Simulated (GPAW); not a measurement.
# Bi (Im-3m) in GPAW: further runs

Aim: see how the results for Bi move with the level of theory and the settings. Levels: PBEsol+D3(BJ), PBEsol+D4. Tasks: relaxation of cell and atoms.

Program: GPAW 26.7.0. These are calculated values, not measurements. Logs are shortened: lines on timing, memory, paths and dates and some standing lists are left out, and cuts for length are marked. The log counts tension as positive stress, the text compression.

**1. The crystal as given**

It takes space group Im-3m (No. 229, cubic). The conventional cell has a = 3.963 Å, b = 3.963 Å, c = 3.963 Å, α = 90.00°, β = 90.00°, γ = 90.00°. Around Bi (site symmetry m-3m) lie 8 Bi at 3.43 Å.

This isn't the form of Bi at room conditions, which is rhombohedral.

**2. Relaxation of cell and atoms, PBEsol+D3(BJ), target pressure 1 GPa, at which the enthalpy is minimised**

The input, run.py:

```python
from ase.calculators.mixing import SumCalculator
from ase.filters import FrechetCellFilter
from ase.io import read, write
from ase.optimize import FIRE
from ase.units import GPa
from dftd3.ase import DFTD3
from gpaw import GPAW, PW, setup_paths

setup_paths.insert(0, '.')

atoms = read('Bi.xyz')

calc = GPAW(mode=PW(600),
            xc='PBEsol',
            kpts={'size': (9, 9, 9), 'gamma': True},
            occupations={'name': 'fermi-dirac', 'width': 0.05},
            nbands=15,
            convergence={'density': 1e-05, 'forces': 0.0001},
            maxiter=150,
            txt='gpaw.txt')
atoms.calc = SumCalculator([calc, DFTD3(method='pbesol', damping='d3bj')])
opt = FIRE(FrechetCellFilter(atoms, scalar_pressure=1 * GPa), trajectory='relax.traj', logfile='-')
done = opt.run(fmax=0.01, steps=40)
calc.write('gs.gpw')
write('result.traj', atoms)
print('Converged:', done)
print('Cell:', atoms.cell.cellpar().round(4))
print('Volume:', round(atoms.get_volume(), 4))
print(atoms.get_scaled_positions().round(5))
```

The input, Bi.xyz:

```xyz
1
Lattice="-1.9814305318 1.9814305318 1.9814305318 1.9814305318 -1.9814305318 1.9814305318 1.9814305318 1.9814305318 -1.9814305318" Properties=species:S:1:pos:R:3 pbc="T T T"
Bi     0.0000000000      0.0000000000      0.0000000000
```

Potentials or basis: PAW data sets generated in the run's folder for this functional, pw.

The run is started by

```
gpaw-setup -f PBEsol Bi
OMP_NUM_THREADS=1 python run.py
```

gpaw.txt:

```text
__  _  _
 | _ |_)|_||  |
 |__||  | ||/\| - 26.7.0

Input parameters:
  mode=PW(ecut=600.0),
  convergence={'density': 1e-05, 'forces': 0.0001},
  kpts=MonkhorstPack(size=(9, 9, 9), gamma=True),
  maxiter=150,
  nbands=15,
  occupations=Occupations(name='fermi-dirac', width=0.05),
  xc=XC(name='PBEsol')

Diagonalizing LCAO Hamiltonian
Converting LCAO to pw mode

       Bi

Atoms  # Å, Bohr magnetons
|   | symbol |        x |        y |        z |    initial magnetic moments |
|---|--------|----------|----------|----------|-----------------------------|
| 0 |     Bi | 0.000000 | 0.000000 | 0.000000 | ( 0.0000,  0.0000,  0.0000) |

Unit cell  # Å
| periodic |         x |         y |         z |  lengths |     angles |
|----------|-----------|-----------|-----------|----------|------------|
|      yes | -1.981431 |  1.981431 |  1.981431 | 3.431938 | 109.471221 |
|      yes |  1.981431 | -1.981431 |  1.981431 | 3.431938 | 109.471221 |
|      yes |  1.981431 |  1.981431 | -1.981431 | 3.431938 | 109.471221 |
[... 216 lines left out ...]
Stress tensor  # eV/Ang^3
|         x |         y |         z |
|-----------|-----------|-----------|
|  0.013000 | -0.000000 | -0.000000 |
| -0.000000 |  0.013000 | -0.000000 |
| -0.000000 | -0.000000 |  0.013000 |

Forces  # eV/Ang
|        x |        y |        z |
|----------|----------|----------|
| -0.00000 | -0.00000 | -0.00000 |  # Bi   0

Interpolating wave functions to new cell

       Bi
[... 225 lines left out ...]
No gap
No difference between direct/indirect transitions

Stress tensor  # eV/Ang^3
|        x |        y |        z |
|----------|----------|----------|
| 0.001140 | 0.000000 | 0.000000 |
| 0.000000 | 0.001140 | 0.000000 |
| 0.000000 | 0.000000 | 0.001140 |

Forces  # eV/Ang
|        x |       y |       z |
|----------|---------|---------|
| -0.00000 | 0.00000 | 0.00000 |  # Bi   0

Interpolating wave functions to new cell

       Bi
[... 229 lines left out ...]
Stress tensor  # eV/Ang^3
|         x |         y |         z |
|-----------|-----------|-----------|
| -0.022405 |  0.000000 |  0.000000 |
|  0.000000 | -0.022405 | -0.000000 |
|  0.000000 | -0.000000 | -0.022405 |

Forces  # eV/Ang
|        x |       y |        z |
|----------|---------|----------|
| -0.00000 | 0.00000 | -0.00000 |  # Bi   0

Interpolating wave functions to new cell

       Bi
[... 229 lines left out ...]
Stress tensor  # eV/Ang^3
|         x |         y |         z |
|-----------|-----------|-----------|
| -0.055902 | -0.000000 | -0.000000 |
| -0.000000 | -0.055902 | -0.000000 |
| -0.000000 | -0.000000 | -0.055902 |

Forces  # eV/Ang
|        x |       y |       z |
|----------|---------|---------|
| -0.00000 | 0.00000 | 0.00000 |  # Bi   0

Interpolating wave functions to new cell

       Bi
[... 227 lines left out ...]
Stress tensor  # eV/Ang^3
|         x |         y |         z |
|-----------|-----------|-----------|
| -0.052786 |  0.000000 | -0.000000 |
|  0.000000 | -0.052786 |  0.000000 |
| -0.000000 |  0.000000 | -0.052786 |

Forces  # eV/Ang
|       x |       y |        z |
|---------|---------|----------|
| 0.00000 | 0.00000 | -0.00000 |  # Bi   0

Interpolating wave functions to new cell

       Bi
[... 228 lines left out ...]
Stress tensor  # eV/Ang^3
|         x |         y |         z |
|-----------|-----------|-----------|
| -0.047076 |  0.000000 |  0.000000 |
|  0.000000 | -0.047076 |  0.000000 |
|  0.000000 |  0.000000 | -0.047076 |

Forces  # eV/Ang
|       x |        y |       z |
|---------|----------|---------|
| 0.00000 | -0.00000 | 0.00000 |  # Bi   0

Interpolating wave functions to new cell

       Bi
[... 228 lines left out ...]
Stress tensor  # eV/Ang^3
|         x |         y |         z |
|-----------|-----------|-----------|
| -0.039688 |  0.000000 |  0.000000 |
|  0.000000 | -0.039688 |  0.000000 |
|  0.000000 |  0.000000 | -0.039688 |

Forces  # eV/Ang
|       x |       y |        z |
|---------|---------|----------|
| 0.00000 | 0.00000 | -0.00000 |  # Bi   0

Interpolating wave functions to new cell

       Bi
[... 228 lines left out ...]
Stress tensor  # eV/Ang^3
|         x |         y |         z |
|-----------|-----------|-----------|
| -0.031690 |  0.000000 |  0.000000 |
|  0.000000 | -0.031690 | -0.000000 |
|  0.000000 | -0.000000 | -0.031690 |

Forces  # eV/Ang
|       x |       y |        z |
|---------|---------|----------|
| 0.00000 | 0.00000 | -0.00000 |  # Bi   0

Interpolating wave functions to new cell

       Bi
[... 228 lines left out ...]
Stress tensor  # eV/Ang^3
|         x |         y |         z |
|-----------|-----------|-----------|
| -0.023998 |  0.000000 |  0.000000 |
|  0.000000 | -0.023998 | -0.000000 |
|  0.000000 | -0.000000 | -0.023998 |

Forces  # eV/Ang
|       x |       y |       z |
|---------|---------|---------|
| 0.00000 | 0.00000 | 0.00000 |  # Bi   0

Interpolating wave functions to new cell

       Bi
[... 175 lines left out ...]
SCF iterations
|iter     | |      energy | eigst |  dens |force |
|---------|-|-------------|-------|-------|------|
|iter:   1| |   -5.007084 | -5.98 |       |      |
|iter:   2| |   -5.007084 | -8.20c| -4.05 |      |
|iter:   3| |   -5.007082c| -7.95c| -4.08 |      |
|iter:   4| |   -5.007082c| -7.50c| -4.74 |      |
|iter:   5| |   -5.007082c| -7.89c| -5.13c|      |
|iter:   6| |   -5.007082c| -8.63c| -5.75c|-27.93c|

Converged in 6 steps
Energy contributions relative to reference atoms: (reference = -584693.896228)
[... 38 lines left out ...]
Stress tensor  # eV/Ang^3
|         x |         y |         z |
|-----------|-----------|-----------|
| -0.024095 |  0.000000 | -0.000000 |
|  0.000000 | -0.024095 |  0.000000 |
| -0.000000 |  0.000000 | -0.024095 |

Forces  # eV/Ang
|        x |        y |       z |
|----------|----------|---------|
| -0.00000 | -0.00000 | 0.00000 |  # Bi   0

Interpolating wave functions to new cell

       Bi
[... 175 lines left out ...]
SCF iterations
|iter     | |      energy | eigst |  dens |force |
|---------|-|-------------|-------|-------|------|
|iter:   1| |   -5.006819 | -5.39 |       |      |
|iter:   2| |   -5.006818 | -7.81c| -3.77 |      |
|iter:   3| |   -5.006814c| -7.36 | -3.80 |      |
|iter:   4| |   -5.006814c| -8.27c| -4.51 |      |
|iter:   5| |   -5.006814c| -7.47c| -4.92 |      |
|iter:   6| |   -5.006814c| -8.02c| -5.66c|      |
|iter:   7| |   -5.006814c| -9.27c| -5.89c|-27.70c|
[... 41 lines left out ...]
Stress tensor  # eV/Ang^3
|         x |         y |         z |
|-----------|-----------|-----------|
| -0.024274 | -0.000000 |  0.000000 |
| -0.000000 | -0.024274 |  0.000000 |
|  0.000000 |  0.000000 | -0.024274 |

Forces  # eV/Ang
|        x |        y |        z |
|----------|----------|----------|
| -0.00000 | -0.00000 | -0.00000 |  # Bi   0

Interpolating wave functions to new cell

       Bi
[... 175 lines left out ...]
SCF iterations
|iter     | |      energy | eigst |  dens |force |
|---------|-|-------------|-------|-------|------|
|iter:   1| |   -5.006432 | -5.05 |       |      |
|iter:   2| |   -5.006430 | -7.48c| -3.60 |      |
|iter:   3| |   -5.006421c| -7.03 | -3.63 |      |
|iter:   4| |   -5.006421c| -7.92c| -4.35 |      |
|iter:   5| |   -5.006422c| -7.70c| -4.77 |      |
|iter:   6| |   -5.006422c| -8.84c| -5.49c|      |
|iter:   7| |   -5.006422c| -9.47c| -5.96c|-27.67c|
[... 41 lines left out ...]
Stress tensor  # eV/Ang^3
|         x |         y |         z |
|-----------|-----------|-----------|
| -0.024542 |  0.000000 |  0.000000 |
|  0.000000 | -0.024542 |  0.000000 |
|  0.000000 |  0.000000 | -0.024542 |

Forces  # eV/Ang
|       x |        y |       z |
|---------|----------|---------|
| 0.00000 | -0.00000 | 0.00000 |  # Bi   0

Interpolating wave functions to new cell

       Bi
[... 226 lines left out ...]
Stress tensor  # eV/Ang^3
|         x |         y |         z |
|-----------|-----------|-----------|
| -0.024890 |  0.000000 |  0.000000 |
|  0.000000 | -0.024890 |  0.000000 |
|  0.000000 |  0.000000 | -0.024890 |

Forces  # eV/Ang
|        x |        y |        z |
|----------|----------|----------|
| -0.00000 | -0.00000 | -0.00000 |  # Bi   0

Interpolating wave functions to new cell

       Bi
[... 226 lines left out ...]
Stress tensor  # eV/Ang^3
|         x |         y |         z |
|-----------|-----------|-----------|
| -0.025312 |  0.000000 |  0.000000 |
|  0.000000 | -0.025312 |  0.000000 |
|  0.000000 |  0.000000 | -0.025312 |

Forces  # eV/Ang
|       x |       y |       z |
|---------|---------|---------|
| 0.00000 | 0.00000 | 0.00000 |  # Bi   0

Interpolating wave functions to new cell

       Bi
[... 226 lines left out ...]
Stress tensor  # eV/Ang^3
|         x |         y |         z |
|-----------|-----------|-----------|
| -0.025799 |  0.000000 |  0.000000 |
|  0.000000 | -0.025799 | -0.000000 |
|  0.000000 | -0.000000 | -0.025799 |

Forces  # eV/Ang
|       x |       y |       z |
|---------|---------|---------|
| 0.00000 | 0.00000 | 0.00000 |  # Bi   0

Interpolating wave functions to new cell

       Bi
[... 226 lines left out ...]
Stress tensor  # eV/Ang^3
|         x |         y |         z |
|-----------|-----------|-----------|
| -0.026341 |  0.000000 |  0.000000 |
|  0.000000 | -0.026341 | -0.000000 |
|  0.000000 | -0.000000 | -0.026341 |

Forces  # eV/Ang
|       x |        y |       z |
|---------|----------|---------|
| 0.00000 | -0.00000 | 0.00000 |  # Bi   0

Interpolating wave functions to new cell

       Bi
[... 226 lines left out ...]
Stress tensor  # eV/Ang^3
|         x |         y |         z |
|-----------|-----------|-----------|
| -0.026990 | -0.000000 |  0.000000 |
| -0.000000 | -0.026990 |  0.000000 |
|  0.000000 |  0.000000 | -0.026990 |

Forces  # eV/Ang
|       x |        y |        z |
|---------|----------|----------|
| 0.00000 | -0.00000 | -0.00000 |  # Bi   0

Interpolating wave functions to new cell

       Bi
[... 226 lines left out ...]
Stress tensor  # eV/Ang^3
|         x |         y |         z |
|-----------|-----------|-----------|
| -0.027748 |  0.000000 |  0.000000 |
|  0.000000 | -0.027748 | -0.000000 |
|  0.000000 | -0.000000 | -0.027748 |

Forces  # eV/Ang
|        x |       y |       z |
|----------|---------|---------|
| -0.00000 | 0.00000 | 0.00000 |  # Bi   0

# Writing to gs.gpw (mode='')
```

It took 2 min on 1 thread of Arm Neoverse V1, shared host; peak memory 0.25 GiB.

What came out:

```yaml
Free_energy: -5.5873 eV
Relaxed_volume: 28.04 Å³/atom
Relaxed_cell: a = 3.315 Å, b = 3.315 Å, c = 3.315 Å, α = 109.47°, β = 109.47°, γ = 109.47°
Space_group_after_relaxing_to_0.05_Å: Im-3m (No. 229)
Energy_change_on_relaxing_the_enthalpy_is_what_falls: -42.2 meV/atom
Ionic_steps: 18
Pressure_after_relaxing: 0.9 GPa
Band_gap_on_the_k_mesh: none (metal or under the smearing width)
Dispersion_energy_per_atom: -0.583 eV
```

Step by step:
```csv
step,energy change (eV),largest force (eV/Å),pressure (GPa),volume (Å³)
1,0.0000,0.0000,-4.92,31.12
2,-0.0266,0.0000,-3.23,30.06
3,-0.0432,0.0000,0.17,28.36
4,-0.0174,0.0000,5.09,26.64
5,-0.0215,0.0000,4.62,26.77
6,-0.0282,0.0000,3.78,27.03
7,-0.0352,0.0000,2.69,27.39
8,-0.0406,0.0000,1.52,27.81
9,-0.0430,0.0000,0.40,28.26
10,-0.0430,0.0000,0.41,28.25
11,-0.0430,0.0000,0.44,28.24
12,-0.0430,0.0000,0.48,28.23
13,-0.0429,0.0000,0.53,28.21
14,-0.0428,0.0000,0.59,28.18
15,-0.0427,0.0000,0.66,28.15
16,-0.0426,0.0000,0.74,28.12
17,-0.0424,0.0000,0.84,28.08
18,-0.0422,0.0000,0.95,28.04
```

Final structure:
```cif
data_structure
_symmetry_space_group_name_H-M 'P 1'
_symmetry_Int_Tables_number 1
_cell_length_a 3.3147
_cell_length_b 3.3147
_cell_length_c 3.3147
_cell_angle_alpha 109.471
_cell_angle_beta 109.471
_cell_angle_gamma 109.471
_cell_volume 28.04
loop_
_atom_site_label
_atom_site_type_symbol
_atom_site_fract_x
_atom_site_fract_y
_atom_site_fract_z
_atom_site_occupancy
Bi1 Bi 0.00000 0.00000 0.00000 1
```

Caveat: later steps reuse the first step's grids; spin-orbit coupling is left out, which moves the levels of the heavy elements; pairwise dispersion overbinds metals, which lowers pressure and volume.

**3. Relaxation of cell and atoms, PBEsol+D4**

The input, run.py:

```python
from ase import Atoms
from ase.calculators.mixing import SumCalculator
from ase.filters import FrechetCellFilter
from ase.io import write
from ase.optimize import FIRE
from dftd4.ase import DFTD4
from gpaw import GPAW, PW, setup_paths

setup_paths.insert(0, '.')

atoms = Atoms(['Bi'],
              cell=[[-1.9814305318, 1.9814305318, 1.9814305318],
                    [1.9814305318, -1.9814305318, 1.9814305318],
                    [1.9814305318, 1.9814305318, -1.9814305318]],
              scaled_positions=[[0.0, 0.0, 0.0]],
              pbc=True)

calc = GPAW(mode=PW(600),
            xc='PBEsol',
            kpts={'size': (9, 9, 9), 'gamma': True},
            occupations={'name': 'fermi-dirac', 'width': 0.05},
            nbands=15,
            convergence={'density': 1e-05, 'forces': 0.0001},
            maxiter=150,
            txt='gpaw.txt')
atoms.calc = SumCalculator([calc, DFTD4(method='pbesol')])
opt = FIRE(FrechetCellFilter(atoms), trajectory='relax.traj', logfile='-')
done = opt.run(fmax=0.05, steps=100)
calc.write('gs.gpw')
write('result.traj', atoms)
print('Converged:', done)
print('Cell:', atoms.cell.cellpar().round(4))
print('Volume:', round(atoms.get_volume(), 4))
print(atoms.get_scaled_positions().round(5))
```

Potentials or basis: PAW data sets generated in the run's folder for this functional, pw.

The run is started by

```
gpaw-setup -f PBEsol Bi
OMP_NUM_THREADS=1 python run.py
```

It took 70 s on 1 thread of Arm Neoverse V1, shared host; peak memory 0.22 GiB.

The run converged. Its results:

| Property | Result |
| --- | --- |
| Free energy | -5.3651 eV |
| Relaxed volume | 29.13 Å³/atom |
| Relaxed cell | a = 3.357 Å, b = 3.357 Å, c = 3.357 Å, α = 109.47°, β = 109.47°, γ = 109.47° |
| Space group after relaxing (to 0.05 Å) | Im-3m (No. 229) |
| Energy gained by relaxing | 23.8 meV/atom |
| Ionic steps | 9 |
| Pressure after relaxing | -0.1 GPa |
| Band gap on the k mesh | none (metal or under the smearing width) |
| Dispersion energy per atom | -0.340 eV |

The path:
| step | energy change (eV) | largest force (eV/Å) | pressure (GPa) | volume (Å³) |
| --- | --- | --- | --- | --- |
| 1 | 0.0000 | 0.0000 | -3.71 | 31.12 |
| 2 | -0.0130 | 0.0000 | -2.62 | 30.45 |
| 3 | -0.0234 | 0.0000 | -0.56 | 29.36 |
| 4 | -0.0185 | 0.0000 | 2.00 | 28.22 |
| 5 | -0.0194 | 0.0000 | 1.82 | 28.29 |
| 6 | -0.0208 | 0.0000 | 1.47 | 28.43 |
| 7 | -0.0223 | 0.0000 | 1.00 | 28.63 |
| 8 | -0.0235 | 0.0000 | 0.46 | 28.87 |
| 9 | -0.0238 | 0.0000 | -0.10 | 29.13 |

Final structure:
```
Bi
1.0
    -1.93842    1.93842    1.93842
     1.93842   -1.93842    1.93842
     1.93842    1.93842   -1.93842
Bi
1
Direct
  0.00000 0.00000 0.00000
```

Levels at points of the mesh, in eV from the Fermi level:
| k point | band 3 | band 4 | band 5 | band 6 | band 7 | band 8 | band 9 | band 10 | band 11 |
| --- | --- | --- | --- | --- | --- | --- | --- | --- | --- |
| (0.00, 0.00, 0.00) | -23.32 | -23.16 | -23.16 | -14.03 | 5.48 | 5.48 | 5.48 | 10.00 | 10.47 |

Caveat: later steps reuse the first step's grids; spin-orbit coupling is left out, which moves the levels of the heavy elements; pairwise dispersion overbinds metals, which lowers pressure and volume.
